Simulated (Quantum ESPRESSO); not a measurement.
## BaH2 under changes of volume

One of the cells (17.401 Å³/atom); the others are scaled copies at fixed shape and fractional positions:

```
CELL_PARAMETERS angstrom
4.46203 0.00000 0.00000
-2.23101 3.86423 0.00000
0.00000 0.00000 6.05529
ATOMIC_POSITIONS crystal
Ba 0.33333 0.66667 0.25000
Ba 0.66667 0.33333 0.75000
H 0.00000 0.00000 0.00000
H 0.00000 0.00000 0.50000
H 0.66667 0.33333 0.25000
H 0.33333 0.66667 0.75000
```

The cell comes from a database or a generator and needn't be the stable form of this composition.

* Program: Quantum ESPRESSO 7.5
* Functional: LDA
* Potentials or basis: GBRV 1.5 LDA
* Cutoff: 612 eV
* Density cutoff: 4898 eV
* k mesh: 7 × 7 × 5
* Occupations: fermi-dirac, width 0.05 eV
* Spin: no spin polarisation

```csv
volume (Å³/atom),energy over the lowest point (meV/atom),pressure (GPa),gap on the mesh (eV)
16.357,0.00,-1.3,1.69
16.705,?,?,?
17.053,8.59,-2.7,1.66
17.401,15.02,-3.3,1.65
17.749,22.70,-3.8,1.64
18.097,31.49,-4.3,1.63
18.445,41.28,-4.8,1.61
```

Q: What does the run at 16.705 Å³/atom give?

A: Energy over the lowest point 3.53 meV/atom; pressure -2.0 GPa; gap on the mesh 1.67 eV.

Worked out: A Birch-Murnaghan fit of order 3 (a polynomial in V^(-2/3)) to the other rows has no minimum within the range. It gives 3.53 meV/atom at 16.705 Å³/atom, against the run's 3.53, and -dE/dV = -2.0 GPa, against -2.0. A straight line through the other rows of the gap, of slope -0.628 eV per unit of ln V, gives 1.68 eV, against the run's 1.67.

Energies are extrapolated to zero smearing.

Caveats: spin-orbit coupling is left out, which moves the levels of the heavy elements; an odd mesh through Γ misses points on the zone boundary, where band edges often lie.
